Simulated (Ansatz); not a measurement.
The system is NbP.

```
Nb P
1.0
    -1.67492    1.67492    5.74011
     1.67492   -1.67492    5.74011
     1.67492    1.67492   -5.74011
Nb P
2 2
Direct
  0.24988 0.74988 0.50000
  0.49988 0.49988 0.00000
  0.83275 0.33275 0.50000
  0.08275 0.08275 0.00000
```

The cell is a database's computed one.

| Property | Result |
| --- | --- |
| Program | Ansatz 0.2.0 |
| Task | relaxation of cell and atoms |
| Functional | PBEsol |
| Potentials or basis | Ansatz PAW |
| Cutoff | 420 eV (not typed: the program's choice for these potentials) |
| k mesh | 11 × 11 × 11 |
| Occupations | fermi-dirac, width 0.05 eV |
| Spin | no spin polarisation |

At the start: volume 16.10 Å³/atom.

Q: How do energy, volume and symmetry change on relaxing?

A: It ends after 5 steps and the volume is 15.56 Å³/atom (-3.4 %); space group I4_1md (No. 109, to 0.05 Å).

The path:
| step | energy change (eV) | largest force (eV/Å) | volume (Å³) |
| --- | --- | --- | --- |
| 1 | 0.0000 | 0.0173 | 64.41 |
| 2 | -0.0205 | 0.0127 | 60.73 |
| 3 | -0.0452 | 0.0019 | 62.32 |
| 4 | -0.0453 | 0.0018 | 62.24 |
| 5 | -0.0450 | 0.0018 | 62.24 |

Final structure:
```
Nb P
1.0
    -1.66017    1.66017    5.64575
     1.66017   -1.66017    5.64575
     1.66017    1.66017   -5.64575
Nb P
2 2
Direct
  0.25019 0.75019 0.50000
  0.50019 0.50019 0.00000
  0.83244 0.33244 0.50000
  0.08244 0.08244 0.00000
```

Caveat: the plane-wave basis is chosen anew once the cell has moved, so the energies of steps on either side of that aren't comparable; the PAW data sets come from PBE, with cores solved anew for the run's functional, which leaves a small shift of forces and pressure.
